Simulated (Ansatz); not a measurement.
How fast does Si move in Si?

These are results of DFT PBE, scalar-relativistic, plane waves, PAW in Ansatz, not measurements. (420 eV cutoff, 2×2×2 k-mesh, shifted by half a step, Gaussian smearing of 0.02 eV, no spin polarisation)

Host crystal, relaxed:

```
Si
1.0
     0.00000    2.73505    2.73505
     2.73505    0.00000    2.73505
     2.73505    2.73505    0.00000
Si
2
Direct
  0.75000 0.75000 0.75000
  0.50000 0.50000 0.50000
```

In a supercell of 32 host sites with charge +2, Si trades places with a neighbouring Si vacancy, moving 2.58 Å. Climbing-image nudged elastic band at fixed cell; the order of the saddle wasn't checked, and the small cell leaves errors of about a tenth of an eV.

```csv
image,path (Å),E − E(0) (eV)
0,0.00,0.000
1,0.48,0.088
2,0.97,0.484
3,1.45,0.852
4,1.93,0.484
5,2.41,0.088
6,2.90,0.000
```

Task: What are the barriers forward and back, and what attempt frequency does the shape suggest?

Result: Forward 0.85 eV, back 0.85 eV, the ends being level. For a sinusoidal profile E_b sin²(πx/l), with the Si atom alone moving, ν = (1/l)√(E_b/2m) = 4.7×10¹² s⁻¹, within an order of magnitude of the customary 10¹³ s⁻¹; a true prefactor needs the vibrations at the minimum and at the saddle.

Task: With ν = 10¹³ s⁻¹, how often does the exchange happen at 300, 600 and 1000 K once atom and vacancy are neighbours, taking the host as solid throughout? Does that give the diffusivity?

Result: k = ν exp(−E_b/k_BT):
```csv
T (K),k (1/s),wait (s)
300,0.048,21
600,6.9×10⁵,1.4×10⁻⁶
1000,5.1×10⁸,2.0×10⁻⁹
```

No. The atom can jump only when a vacancy is beside it, so where vacancies are thermal the activation energy of diffusion adds the vacancy's formation energy; where doping, quenching or off-stoichiometry fixes their number, it doesn't. And repeated exchanges only swap the two back and forth: Si gets on when the vacancy moves round it by other jumps, which the correlation factor counts. An error of 0.1 eV in the barrier changes k by a factor of 48 at 300 K and 3.2 at 1000 K.

Cost: 1 run of about 15 core-minutes, on Intel Xeon Processor @ 2.50GHz (Skylake/Cascade Lake) (shared hosts).